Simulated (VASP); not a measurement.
Wanted: the native input for a VASP 6.6.1 run.

```yaml
Task: dielectric tensor
Functional: PBE
Potentials_or_basis: VASP PAW PBE potentials, release 64 (Sn_d, Se)
Cutoff: 520 eV
k_mesh: 15 × 15 × 7
Occupations: gaussian, width 0.03 eV
Spin: no spin polarisation
Monkhorst-Pack_mesh: no
Further_INCAR_settings: ALGO = Normal; EDIFF = 1e-08
```

The structure of SnSe2 lies in POSCAR:

```
SnSe2                                   
1.0
    3.8408446087      0.0000000000     -0.0000000000
   -1.9204223043      3.3262690031      0.0000000000
   -0.0000000000     -0.0000000000      6.0073279042
  Sn              Se            
     1     2
Direct
     1.0000000000000000    0.0000000000000000    0.0000000000000000
     0.3333333332999970    0.6666666667000030    0.2655066399961811
     0.6666666667000030    0.3333333332999970    0.7344933600038188
```

One way to write it, as run:

INCAR

```
PREC     = Accurate       # precision mode
ENCUT    = 520            # plane-wave cutoff, eV
EDIFF    = 1E-8           # SCF threshold, eV
ISMEAR   = 0              # smearing method
SIGMA    = 0.03           # smearing width, eV
LREAL    = False          # projectors in reciprocal space
LASPH    = True           # aspherical terms in the spheres
NELM     = 80             # most SCF steps
ALGO     = Normal         # electronic algorithm
ISIF     = 2              # what is computed and relaxed
LWAVE    = False          # write WAVECAR
LCHARG   = False          # write CHGCAR
GGA      = PE             # functional
LEPSILON = True           # dielectric tensor by DFPT
KPAR     = 2
```

KPOINTS

```
regular mesh
0
Gamma
  15 15 7
```

Potentials or basis: VASP PAW PBE potentials, release 64 (Sn_d, Se).

Command:

```console
$ cat potpaw_PBE.64/Sn_d/POTCAR potpaw_PBE.64/Se/POTCAR > POTCAR
$ mpirun -np 2 vasp_std > vasp.out
```

It gave:

```yaml
Band_gap_on_the_k_mesh: 0.39 eV, indirect (least direct gap 0.81 eV)
Electronic_dielectric_tensor_diagonal: 13.25, 13.25, 13.05
Born_charges_mean_of_the_diagonal: Sn +4.30; Se -2.15 e
```

Caveat: the gap is small at this level, which inflates the dielectric constant; spin-orbit coupling is left out, which moves the levels of the heavy elements; an odd mesh through Γ misses points on the zone boundary, where band edges often lie.

It took 13 min on 2 MPI ranks on Intel(R) Xeon(R) 6975P-C (Granite Rapids), with other jobs on the host, peak memory 1.3 GiB a rank.
